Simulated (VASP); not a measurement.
Here is a VASP 6.6.1 calculation.

INCAR

```
SYSTEM = Li
PREC = Accurate
ENCUT = 520
EDIFF = 1E-8
ISMEAR = -1
SIGMA = 0.05
LREAL = .False.
LASPH = .True.
NELM = 100
ALGO = Fast
ISIF = 2
LWAVE = .False.
LCHARG = .False.
GGA = PE
LEFG = .True.
NBANDS = 8
```

The input KPOINTS:

```
regular mesh
0
Gamma
  13 13 13
  0 0 0
```

Contents of POSCAR:

```
Li
1.0
   -1.7730289567      1.7730289567      1.7730289567
    1.7730289567     -1.7730289567      1.7730289567
    1.7730289567      1.7730289567     -1.7730289567
Li
1
Direct
    0.0000000000      0.0000000000      0.0000000000
```

Potentials or basis: VASP PAW PBE potentials, release 64 (Li_sv).

Launch:

```bash
$ cat potpaw_PBE.64/Li_sv/POTCAR > POTCAR
$ mpirun -np 1 vasp_std > vasp.out
```

(1) Predict the band gap on the k mesh.

Results:

(1) none (metal or under the smearing width).
